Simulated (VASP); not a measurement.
# AgCl, ionisation energy of a molecule: which settings are enough?

AgCl, molecule in box, 2 atoms in the cell. B3LYP; PAW potentials Cl, Ag (PBE set). VASP 6.6.1.

Wanted: vertical ionisation energy within 0.03 eV.

Starting geometry: molecule relaxed first with PBE.

POSCAR of the starting run:
```
AgCl
1.0
   11.9500000000      0.0000000000      0.0000000000
    0.0000000000     11.9500000000      0.0000000000
    0.0000000000      0.0000000000     11.9500000000
Cl Ag
1 1
Direct
    0.5814100427      0.4709246862      0.5409205021
    0.4185899573      0.5290753138      0.4590794979
```

The series start from vacuum between images (Å): 10; correction: IDIPOL 4 with LDIPOL; Cutoff ENCUT (eV): 340; SCF threshold EDIFF (eV): 1e-6; PREC: Accurate; LREAL: .FALSE.; ALGO: All; program: vasp_gam; NCORE: 1. Each series keeps the choices made before it, and each single choice may use up half of a tolerance. Times cover all steps of a run.

## Vacuum between images (Å)

| Vacuum between images (Å) | Vertical ionisation energy (eV) | Time (s) |
|---|---|---|
| 4 | 9.893 | 105 |
| 6 | no result | 355 |
| 8 | 10.071 | 294 |
| 10 | 10.068 | 419 |
| 13 | 10.067 | 640 |
| 16 (reference) | 10.068 | 1046 |

## Correction

| Correction | Vertical ionisation energy (eV) | Time (s) |
|---|---|---|
| IDIPOL 4 with LDIPOL | 10.071 | 294 |
| IDIPOL 4 alone | 10.071 | 242 |
| LMONO | 9.841 | 244 |
| kernel truncation, coarsened | 10.071 | 294 |
| kernel truncation, full padding | 10.071 | 926 |

## Question

The rows run from the loosest to the tightest (no order: correction). For each series: choose the loosest value from which every tighter one stays within half of the tolerance; where there is no order, keep the first row unless others stay within half of the tolerance and take at least 30 % less time, and then take the fastest.

## Answer

- vacuum between images (Å): 8
- correction: IDIPOL 4 with LDIPOL

## All choices together

| Input | Vertical ionisation energy (eV) | Time (s) |
|---|---|---|
| no correction for the charge (naive) | 8.226 | 378 |
| chosen settings | 10.071 | 294 |
| reference settings throughout | 10.068 | 1046 |

The chosen settings stay within the tolerance of the reference run, but the reference itself isn't shown to be converged in: Cutoff ENCUT (eV), SCF threshold EDIFF (eV).

## The input

INCAR.step1:
```
AEXX = 0.2 ; AGGAC = 0.81
AGGAX = 0.72 ; ALDAC = 0.19
ALGO = All ; DIPOL = 0.5 0.5 0.5
EDIFF = 1E-6 ; ENCUT = 340
GGA = B3 ; HFRCUT = -1
IDIPOL = 4 ; ISEARCH = 1
ISMEAR = 0 ; ISYM = 0
LASPH = True ; LCHARG = False
LDIPOL = True ; LHFCALC = True
LREAL = False ; LWAVE = False
NELM = 120 ; PREC = Accurate
PRECFOCK = Fast ; SIGMA = 0.01
```

INCAR.step2, as INCAR.step1 but for:
```
- NELM = 120
+ ISPIN = 2
+ MAGMOM = 0.50 0.50
+ NELECT = 17.0
+ NELM = 200
+ NUPDOWN = 1
```

KPOINTS:
```
Automatic mesh
0
Gamma
  1 1 1
  0 0 0
```

POSCAR:
```
AgCl
1.0
    9.9500000000      0.0000000000      0.0000000000
    0.0000000000      9.9500000000      0.0000000000
    0.0000000000      0.0000000000      9.9500000000
Cl Ag
1 1
Direct
    0.5977738704      0.4650804020      0.5491457286
    0.4022261296      0.5349195980      0.4508542714
```

Commands (each step's output is kept before the next begins):
```
cat potpaw_PBE.64/Cl/POTCAR potpaw_PBE.64/Ag/POTCAR > POTCAR
cp INCAR.step1 INCAR
mpirun -np 4 vasp_gam > vasp.out
rm WAVECAR CHG
cp INCAR.step2 INCAR
mpirun -np 4 vasp_gam > vasp.out
```

The chosen input took VASP 6.6.1 294 s on 4 cores (Intel Xeon Platinum 8259CL @ 2.50GHz (Skylake/Cascade Lake)), a shared host.

## An input that fails: electron added where one should be taken

It runs to its end, but against the unchanged starting input it is off by 11.647 eV in the vertical ionisation energy.

Changes against the starting input:
```
(step 2)
- NELECT = 17.0
+ NELECT = 19.0
```
